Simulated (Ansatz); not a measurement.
Si: the gap against volume

Si, Fd-3m, a = 5.470 Å. Ansatz: PBE, PAW, 420 eV, Γ-centred 10×10×10 mesh on 2 atoms, Gaussian smearing 0.02 eV; no spin polarisation. Symmetry fixes shape and atoms, so the cell is only scaled; x = ln(V/V0) with V0 = 20.455 Å³/atom. The gap is read at the mesh points alone.

```
      x gap y (eV)
-0.0619       0.506
-0.0305       0.563
 0.0000       0.616
 0.0296       0.665
 0.0583           ?
```

Problem. Fit a straight line to the other rows, give the volume deformation potential of the gap and its pressure coefficient, and predict the missing gap. B0 = 88.7 GPa.

Solution. Means x = -0.01570, y = 0.58750; Σ(Δx)² = 0.004652, ΣΔxΔy = 0.008086; the slope is their ratio. y = 0.6148 + 1.738 x. The slope is the deformation potential a = dE_g/d ln V = 1.74 eV, and dE_g/dP = −a/B0 = -19.6 meV/GPa. At x = 0.0583 the fit asked for gives 0.716 eV. The run gave 0.709 eV, so the fit is 0.007 eV too high, 3.4 % of the span of the series, against an rms of 0.001 eV on the fitted rows. The row lies outside the fitted range. With a term in x² added, a fit to the same known rows predicts 0.710 eV, so most of the miss is curvature that the known rows already hold.

Semilocal functionals give gaps under the measured ones; changes of the gap mostly carry over better.